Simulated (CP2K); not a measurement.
Runs of CP2K 2026.2 on ZrSe2. The cell holds a slab with vacuum, 6 atoms: a = 3.798 Å, b = 3.798 Å, c = 24.288 Å, α = 90.00°, β = 90.00°, γ = 120.00°. 

```csv
level,gap on the mesh (eV),largest force (eV/Å)
PBEsol,0.42,0.33
PBE,(a),0.49
LDA,0.37,0.29
OLYP,0.61,0.39
WC,0.43,0.34
M06-L,0.78,(c)
AM05,0.43,(b)
```

Alike in all rows: task work function; potentials or basis POTENTIAL_UZH Se GTH-PBE-q6, Zr GTH-PBE-q12; DZVP-MOLOPT-PBE-GTH basis; no spin polarisation; cell as given; k mesh 6 × 6 × 1; smearing fermi-dirac 0.05 eV.

Q: Fill in the values left out.

A: (a) 0.51; (b) 0.32; (c) 0.60.

Caveats: with a gap the Fermi level, and so the work function, lies anywhere in the gap; the basis of atomic orbitals isn't converged, which shifts pressures, moduli and gaps; the potentials were made for another functional, which shifts forces and pressure (some runs); meta-GGAs are noisy in the vacuum on a uniform grid, which can shift empty levels and the work function (some runs).

A k mesh can miss the band edges, and the runs leave out spin-orbit coupling on Se, Zr.

Not every run made on this cell is shown here.
